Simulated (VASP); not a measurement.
Here is the system:

```yaml
crystal:
  lattice:
    - [3.55034, 0.00000, 0.00000]
    - [-1.77517, 3.07468, 0.00000]
    - [0.00000, 0.00000, 11.62289]
  atoms:
    - { symbol: In, position: [0.00000, 0.00000, 0.00000] }
    - { symbol: In, position: [0.00000, 0.00000, 0.50000] }
    - { symbol: In, position: [0.66667, 0.33333, 0.75018] }
    - { symbol: In, position: [0.33333, 0.66667, 0.25018] }
    - { symbol: N, position: [0.00000, 0.00000, 0.81216] }
    - { symbol: N, position: [0.00000, 0.00000, 0.31216] }
    - { symbol: N, position: [0.66667, 0.33333, 0.56329] }
    - { symbol: N, position: [0.33333, 0.66667, 0.06329] }
```

The numbers are results of PBE GGA, VASP's PBE PAW potentials (set 64) (plane waves; VASP), not measurements. Numerical set-up: 400 eV cut-off, 11×11×3 Γ-centred mesh, first-order Methfessel-Paxton smearing of 0.10 eV, potentials In_d N.

At this cut-off the stress carries a Pulay error, which pulls relaxed volumes low.

**Question.** Give the force on each atom (eV/Å).

**Answer.** 
```csv
atom,Fx,Fy,Fz
In1,0.000,0.000,0.075
In2,0.000,0.000,0.075
In3,0.000,0.000,-0.013
In4,0.000,0.000,-0.013
N5,0.000,0.000,0.057
N6,0.000,0.000,0.057
N7,0.000,0.000,-0.119
N8,0.000,0.000,-0.119
```

**Question.** Give the stress tensor in GPa (positive for a compressed cell).

**Answer.** 
```
-0.07   0.00   0.00
 0.00  -0.07   0.00
 0.00   0.00  -0.87
```
The pressure is its mean diagonal, -0.33 GPa.

The structure was generated: InN was put into an ordered model structure, which need not be its known phase. The cell was not relaxed at this level.
